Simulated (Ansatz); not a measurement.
Li$_{2}$S from a semilocal functional to hybrids

```cif
data_structure
_symmetry_space_group_name_H-M 'Fm-3m'
_symmetry_Int_Tables_number 225
_cell_length_a 5.7080
_cell_length_b 5.7080
_cell_length_c 5.7080
_cell_angle_alpha 90.000
_cell_angle_beta 90.000
_cell_angle_gamma 90.000
_cell_volume 185.97
loop_
_atom_site_label
_atom_site_type_symbol
_atom_site_symmetry_multiplicity
_atom_site_Wyckoff_symbol
_atom_site_fract_x
_atom_site_fract_y
_atom_site_fract_z
_atom_site_occupancy
Li1 Li 8 c 0.25000 0.75000 0.75000 1
S1 S 4 a 0.00000 0.00000 0.00000 1
```

All runs: Ansatz, plane waves and PAW, scalar-relativistic (no spin–orbit coupling), 4×4×4 k-mesh, Gaussian smearing of 0.05 eV, no spin polarisation. Semilocal reference PBE: gap 3.39 eV, pressure 0.0 GPa. The hybrids carry no U.

Task: What gap and pressure does PBE0-type hybrid with an exact-exchange fraction taken as 1/ε∞ give at this geometry?

Result: Gap 5.09 eV, pressure -0.8 GPa.

Task: And the other functionals?

Result: 
| functional | gap | pressure (GPa) | cutoff (eV) | core-seconds |
| --- | --- | --- | --- | --- |
| HSE06-type hybrid with an exact-exchange fraction of 0.15 | 3.96 eV | -0.4 | 420 | 16 |
| HSE06-type hybrid with an exact-exchange fraction of 0.15 and a screening parameter of 0.1 Å⁻¹ | 4.15 eV | -0.5 | 420 | 16 |
| HSE06 | 4.34 eV | -0.7 | 420 | 16 |
| HSE06 + D3(BJ) | 4.34 eV | -4.0 | 420 | 16 |
| HSE06-type hybrid with a screening parameter of 0.15 Å⁻¹ | 4.50 eV | -0.8 | 420 | 16 |
| PBE0 | 5.04 eV | -0.7 | 420 | 16 |
| PBE0-type hybrid with an exact-exchange fraction taken as 1/ε∞ | 5.09 eV | -0.8 | 420 | 28 |
| r2SCAN50 | 6.78 eV | -1.2 | 500 | 23 |

In the PBE0 form the gap grows almost linearly with the exact-exchange fraction, by 0.66 eV for each tenth. HSE06 has the same quarter of exact exchange as PBE0 but screens its long-range part, and its gap is 0.70 eV narrower. The dielectric-dependent PBE0 form takes the fraction 0.258 = 1/ε∞, that is ε∞ = 3.9. On shared hosts the hybrid runs at the reference's cutoff took roughly 13 to 24 times the core time of the semilocal one on the same mesh, with some more bands.

Caveats: core times come from shared hosts and scatter; gaps are read on a coarse mesh; stress loosely converged.
